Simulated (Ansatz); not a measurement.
## Stationary points along a deformation path in HgTe

All numbers below come from DFT PBE, scalar-relativistic, plane waves, PAW in Ansatz 0.2.0. Cutoff 420 eV, Γ-centred 18×18×18 k-points, Gaussian smearing of 0.15 eV. Spin–orbit coupling is left out, which matters for the heavy elements here. No spin polarisation. Energies are free energies at this smearing, counted from the undisturbed cell; pressure is positive in compression.

Zero of the scan (relaxed at this level):

```yaml
crystal:
  lattice:
    - [0.00000, 3.32480, 3.32480]
    - [3.32480, 0.00000, 3.32480]
    - [3.32480, 3.32480, 0.00000]
  atoms:
    - { symbol: Hg, position: [0.00000, 0.00000, 0.00000] }
    - { symbol: Te, position: [0.75000, 0.75000, 0.75000] }
```

At fixed volume and fractional coordinates, lengths along (0.000, 0.000, 1.000) are scaled against those across it; ρ is that ratio over its starting value. V = 36.753 Å³/atom. Δσ is the stress along the axis less the mean stress across it (compression positive).

| ρ | ΔE (meV/atom) | Δσ (GPa) | space group |
| --- | --- | --- | --- |
| 0.707 | 95.3 | 3.10 | I-4m2 |
| 0.780 | 53.5 | 2.46 | I-4m2 |
| 0.850 | 25.1 | 1.84 | I-4m2 |
| 1.000 | 0.0 | 0.00 | F-43m |
| 1.200 | 45.7 | -3.56 | I-4m2 |
| 1.300 | 101.5 | -5.57 | I-4m2 |
| 1.414 | 186.0 | -7.46 | I-4m2 |

Problem. How does the stress give the slope of the energy, and where is the energy stationary?

Solution. Along the path d ln(length) is 2/3 d ln ρ on the axis and −1/3 d ln ρ across it, so dE/d ln ρ = −(2/3) V Δσ: the energy falls with ρ where Δσ is positive. Δσ vanishes or changes sign at ρ = 1.000 (F-43m), a minimum at 0.0 meV/atom. Pairs of stationary points between two samples would go unseen, and could change a minimum read from distant neighbours into a maximum. At ρ = 1.000 the cell is cubic, where symmetry alone makes the stress isotropic and the slope zero.

The gap closes along the scan, which can put kinks into the curve.

Cost: 7 runs of about 5.7 core-minutes in all, on Arm Neoverse V2 (shared hosts).